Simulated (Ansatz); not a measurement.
Set up this calculation in Ansatz 0.2.0, as the native input.

```
Task                : band structure
Functional          : PBEsol
Potentials or basis : all-electron LAPW, non-relativistic
Cutoff              : 138 eV (chosen from the basis error)
Basis error allowed : 0.001 eV/atom
k mesh              : 11 × 11 × 6
Occupations         : fermi-dirac, width 0.05 eV
Spin                : no spin polarisation
```

The system is Al.

```
CELL_PARAMETERS angstrom
2.81246 0.00000 0.00000
-1.40623 2.43566 0.00000
0.00000 0.00000 4.86685
ATOMIC_POSITIONS crystal
Al 0.33333 0.66667 0.25000
Al 0.66667 0.33333 0.75000
```

This isn't the form of Al at room conditions, which is fcc.

The input as run:

input.yaml

```yaml
crystal:
  lattice:
    - [2.8124553515, 0.0, 0.0]
    - [-1.4062276757, 2.4356577814, 0.0]
    - [0.0, 0.0, 4.86685]
  atoms:
    - { symbol: Al, position: [0.3333333333, 0.6666666667, 0.25] }
    - { symbol: Al, position: [0.6666666667, 0.3333333333, 0.75] }
kpoints:
  mp_grid: { grid: [11, 11, 6] }
  band_path:
    path:
      - [0.0, 0.0, 0.0]
      - [0.5, 0.0, 0.0]
      - [0.3333333333, 0.3333333333, 0.0]
      - [0.0, 0.0, 0.0]
      - [0.0, 0.0, 0.5]
      - [0.5, 0.0, 0.5]
      - [0.3333333333, 0.3333333333, 0.5]
      - [0.0, 0.0, 0.5]
    npoints: 12
scf:
  occupations: { method: fermi_dirac, width: 0.05 }
hamiltonian:
  xc: pbesol
  pseudopotentials:
    kind: all_electron
    lapw: { basis_error: 0.001 }
    relativity: none
output:
  forces: true
  stress: true
  eigenvalues: true
```

Potentials or basis: all-electron LAPW, non-relativistic.

Command:

```console
$ ansatz run input.yaml --threads 1 --pin off --max-ram 3072MiB --backend cpu --events-out ev --progress --plain --runs-dir out
```

Results of the run:

The pressure is -1.3 GPa and the band gap along the path is none (metal or under the smearing width).

It took 12 s on 1 thread of Intel(R) Xeon(R) Processor @ 2.50GHz (Skylake/Cascade Lake), with other jobs on the host, peak memory 0.26 GiB.
